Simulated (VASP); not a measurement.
# BAs: equation of state with PBE

Crystal: BAs.

```xyz
2
Lattice="2.9344 0.0000 0.0000 0.0000 2.9344 0.0000 0.0000 0.0000 2.9344" Properties=species:S:1:pos:R:3 pbc="T T T"
B     1.4672    1.4672    1.4672
As    0.0000    0.0000    0.0000
```

The cell was built by a generator and needn't be a form met in nature.

```
Program             : VASP 6.6.1
Task                : equation of state
Functional          : PBE
Potentials or basis : VASP PAW PBE potentials, release 64 (B, As)
Cutoff              : 520 eV
k mesh              : 9 × 9 × 9
Occupations         : fermi-dirac, width 0.05 eV
Spin                : no spin polarisation
```

| Property | Result |
| --- | --- |
| Equilibrium volume | 12.70 Å³/atom |
| Bulk modulus | 101 GPa |
| Pressure derivative of the bulk modulus | 4.5 (rough: it moves with the points fitted) |

Energy against volume, from the lowest point:
| volume (Å³/atom) | energy (meV/atom) |
| --- | --- |
| 11.875 | 18.76 |
| 12.128 | 8.54 |
| 12.381 | 2.48 |
| 12.633 | 0.00 |
| 12.886 | 0.76 |
| 13.139 | 4.45 |
| 13.391 | 10.81 |

All runs of the series together: 55 s on 1 thread of Intel(R) Xeon(R) Platinum 8488C (Sapphire Rapids), on a shared host.
